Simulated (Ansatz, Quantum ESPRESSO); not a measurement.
Given: the input of a run of Ansatz 0.2.0 on HfO2. Measurements of this composition are mostly on another form, of space group No. 14.

Contents of input.yaml:

```yaml
crystal:
  lattice:
    - [5.21946336, 0.0, 0.0]
    - [0.0, 5.00476369, 0.0]
    - [0.0, 0.0, 5.03268505]
  atoms:
    - { symbol: Hf, position: [0.966994, 0.73252082, 0.74144035] }
    - { symbol: Hf, position: [0.533006, 0.73252082, 0.24144035] }
    - { symbol: Hf, position: [0.466994, 0.26747918, 0.74144035] }
    - { symbol: Hf, position: [0.033006, 0.26747918, 0.24144035] }
    - { symbol: O, position: [0.63212745, 0.9286454, 0.87926726] }
    - { symbol: O, position: [0.86787255, 0.9286454, 0.37926726] }
    - { symbol: O, position: [0.23394852, 0.53988305, 0.49229239] }
    - { symbol: O, position: [0.26605148, 0.53988305, 0.99229239] }
    - { symbol: O, position: [0.76605148, 0.46011695, 0.99229239] }
    - { symbol: O, position: [0.73394852, 0.46011695, 0.49229239] }
    - { symbol: O, position: [0.13212745, 0.0713546, 0.87926726] }
    - { symbol: O, position: [0.36787255, 0.0713546, 0.37926726] }
hamiltonian:
  xc: pbe
  pseudopotentials: { kind: paw }
kpoints:
  mp_grid: { grid: [5, 6, 5] }
scf:
  occupations: { method: fermi_dirac, width: 0.05 }
output:
  forces: true
  stress: true
  eigenvalues: true
```

Potentials or basis: Ansatz PAW.

The run is started by

```sh
$ ansatz run input.yaml --threads 4 --pin off --max-ram 11264MiB --backend cpu --events-out ev --progress --plain --runs-dir out
```

Q: Translate it to Quantum ESPRESSO 7.5. Potentials or basis there: SSSP 1.3 efficiency PBE, cutoff 816 eV.

A: As run (cutoffs and basis follow the program's own potentials, and thresholds, step limits or extra output files can differ):

pw.in

```
&CONTROL
  calculation = 'scf'
  prefix = 'pwscf'
  outdir = './tmp'
  pseudo_dir = './pseudo'
  tprnfor = .true.
  tstress = .true.
  disk_io = 'nowf'
/
&SYSTEM
  ibrav = 0
  nat = 12
  ntyp = 2
  ecutwfc = 60
  ecutrho = 440
  nbnd = 62
  occupations = 'smearing'
  smearing = 'fd'
  degauss = 0.00367493
/
&ELECTRONS
  conv_thr = 2.4d-09
  electron_maxstep = 120
  mixing_beta = 0.5
/
ATOMIC_SPECIES
Hf   178.4900 Hf-sp.oncvpsp.upf
O     15.9990 O.pbe-n-kjpaw_psl.0.1.UPF
CELL_PARAMETERS angstrom
   5.2194633600    0.0000000000    0.0000000000
   0.0000000000    5.0047636900    0.0000000000
   0.0000000000    0.0000000000    5.0326850500
ATOMIC_POSITIONS crystal
Hf     0.9669940000    0.7325208200    0.7414403500
Hf     0.5330060000    0.7325208200    0.2414403500
Hf     0.4669940000    0.2674791800    0.7414403500
Hf     0.0330060000    0.2674791800    0.2414403500
O      0.6321274500    0.9286454000    0.8792672600
O      0.8678725500    0.9286454000    0.3792672600
O      0.2339485200    0.5398830500    0.4922923900
O      0.2660514800    0.5398830500    0.9922923900
O      0.7660514800    0.4601169500    0.9922923900
O      0.7339485200    0.4601169500    0.4922923900
O      0.1321274500    0.0713546000    0.8792672600
O      0.3678725500    0.0713546000    0.3792672600
K_POINTS automatic
5 6 5 0 0 0
```

Potentials or basis: SSSP 1.3 efficiency PBE.

Launch:

```console
$ OMP_NUM_THREADS=1 mpirun -n 2 pw.x -nk 2 -in pw.in > pw.out
```

Both were run:

|  | Ansatz | Quantum ESPRESSO |
| --- | --- | --- |
| Pressure | 9.8 GPa | 7.6 GPa |

Ansatz's pressure holds a Pulay term of +0.83 GPa for its cutoff of 420 eV, which the other run lacks.

The potentials hold 152 and 96 valence electrons a cell.

Where Ansatz's input types no cutoff or centring, it takes its own default and a Γ-centred mesh.

Pressure is positive in compression.
